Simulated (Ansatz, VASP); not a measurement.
## AlRu: VASP beside Ansatz

```
Al Ru
1.0
     2.99160    0.00000    0.00000
     0.00000    2.99160    0.00000
     0.00000    0.00000    2.99160
Al Ru
1 1
Direct
  0.00000 0.00000 0.00000
  0.50000 0.50000 0.50000
```

Alike in both runs: task single point; functional r2SCAN; k mesh 16 × 16 × 16; occupations gaussian, width 0.15 eV; no spin polarisation.

```csv
,VASP,Ansatz
version,VASP 6.6.1,Ansatz 0.2.0
potentials or method,"VASP PAW PBE potentials, release 64 (Al, Ru_pv)","scalar-relativistic, plane waves, PAW"
plane-wave cutoff (eV),520,500
valence electrons in the cell,17,19
```

```csv
,VASP,Ansatz,Ansatz less VASP
gap on the k mesh at the Fermi level (eV),none,none,-
pressure (GPa),-1.8,-2.0,-0.13
```

A gap of «none» marks a metal or a gap that the smearing closes. The functional is the same, so the differences come from potentials, cutoffs and numerics. The two sets of potentials don't hold the same shells in valence.

Caveats: the PAW data sets were made with another functional, which shifts forces and pressure a little (VASP).
